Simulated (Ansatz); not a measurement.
Relaxed bulk HfSi₂:

```yaml
crystal:
  lattice:
    - [1.82500, -7.17250, 0.00000]
    - [1.82500, 7.17250, 0.00000]
    - [0.00000, 0.00000, 3.63610]
  atoms:
    - { symbol: Hf, position: [0.89530, 0.10470, 0.75000] }
    - { symbol: Hf, position: [0.10470, 0.89530, 0.25000] }
    - { symbol: Si, position: [0.55518, 0.44482, 0.75000] }
    - { symbol: Si, position: [0.44482, 0.55518, 0.25000] }
    - { symbol: Si, position: [0.25022, 0.74978, 0.75000] }
    - { symbol: Si, position: [0.74978, 0.25022, 0.25000] }
```

Miller indices refer to the conventional cell of Cmcm (No. 63), a = 3.650 Å, b = 14.345 Å, c = 3.636 Å, α = 90.00°, β = 90.00°, γ = 90.00°.

All numbers below come from DFT PBEsol, scalar-relativistic, plane waves, PAW in Ansatz 0.2.0. Cutoff 420 eV, Gaussian smearing of 0.10 eV, no spin polarisation. A dipole correction acts along the normal.

The slab isn't stoichiometric, so its surface energy depends on the chemical potentials; it is given with the excess atoms taken from the element's standard state, a limit at which the compound may itself be unstable, so the figure can be too low.

A relaxed slab with low-index faces, about a nanometre thick, has these properties:

```
Surface energy with the excess atoms taken from the elements : 1.78 J/m²
Work function                                                : 5.28 eV
```

Problem. Which low-index plane was cut, and which atoms end it?

Solution. The (010) plane, with Si in the top plane and Si in the bottom one as cut, before relaxation. The planes from bottom to top: Si2, Hf, Si, Si, Hf, Si2, Hf, Si, Si, Hf, Si2.

Spin-orbit coupling is left out, which matters for the bands of heavy elements.